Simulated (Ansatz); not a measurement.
Theory: DFT PBE, scalar-relativistic, plane waves, PAW (Ansatz). Settings: cutoff 420 eV, Γ-centred meshes spaced at most about 0.3 Å⁻¹, and about 0.25 Å⁻¹ or finer for metals (2π included), Gaussian smearing. No spin polarisation.

All energies are static (0 K, no zero-point motion).

Two forms of SrSn₂O₃ were relaxed alike.

A.

```
CELL_PARAMETERS angstrom
4.67298 0.00000 0.00000
-2.33649 4.04692 0.00000
0.00000 0.00000 5.33186
ATOMIC_POSITIONS crystal
Sr 0.00000 0.00000 0.00000
Sn 0.33333 0.66667 0.37161
Sn 0.66667 0.33333 0.62839
O 0.33333 0.66667 0.76272
O 0.66667 0.33333 0.23728
O 0.00000 0.00000 0.50000
```

B.

```
CELL_PARAMETERS angstrom
6.10797 0.00000 0.00000
-3.05399 5.28966 0.00000
0.00000 0.00000 3.33168
ATOMIC_POSITIONS crystal
Sr 0.00000 0.00000 0.00000
Sn 0.66667 0.33333 0.00000
Sn 0.33333 0.66667 0.00000
O 0.00000 0.50000 0.50000
O 0.50000 0.00000 0.50000
O 0.50000 0.50000 0.50000
```

Problem. Which would you expect to be lower, and how large is the difference?

Solution. A is lower, by 0.32 eV/atom. A has space group P-3m1 (No. 164), 16.8 Å³/atom and a gap of 1.30 eV on its mesh; B has space group P6/mmm (No. 191), 17.9 Å³/atom and no gap. Counting O atoms around Sn and Sr (those within 1.25 times the shortest such distance or 1.15 times the sum of covalent radii; a plus sign parts nearer from farther groups; the shortest distance is added where it is long for a bond), A has Sr 2+6, Sn 1 and B has Sr 12 from 3.5 Å, Sn 6 from 2.4 Å. The denser one is the lower, and pressure would at first widen the difference. Both come from invented guesses. The lowest form computed isn't among them: it has space group P6mm (No. 183), 29.1 Å³/atom and lies 293 meV/atom below the best shown.

Kohn–Sham gaps at this level usually fall short of measured ones. Cells relaxed within their symmetry can be saddle points. Some types were kept out of the candidates beforehand, so the set may lack a known form.

Charge balance makes tin divalent in both forms, with a filled 5s shell, so what separates them is probably how each accommodates the lone pair and strontium. In A, tin sits off-centre, with one short bond to oxygen and only weak contacts otherwise. This allows Sn 5s–5p mixing, assisted by O 2p, which stabilises the lone pair and helps open a gap. In B, tin lies at the centre of a trigonal prism of oxygen, where symmetry forbids on-site s–p mixing at the zone centre. Strontium is also badly underbonded there, its nearest oxygens being 3.5 Å away. Since the electron count permits a closed shell, B's missing gap reflects band overlap rather than an odd valence.

Density does not explain the order in general, because the lowest form is much more open than either. A single short Sn–O bond is also unusual for divalent tin, which normally prefers three or four, so A is better read as the less strained of two unfavourable arrangements than as a likely structure for the compound.
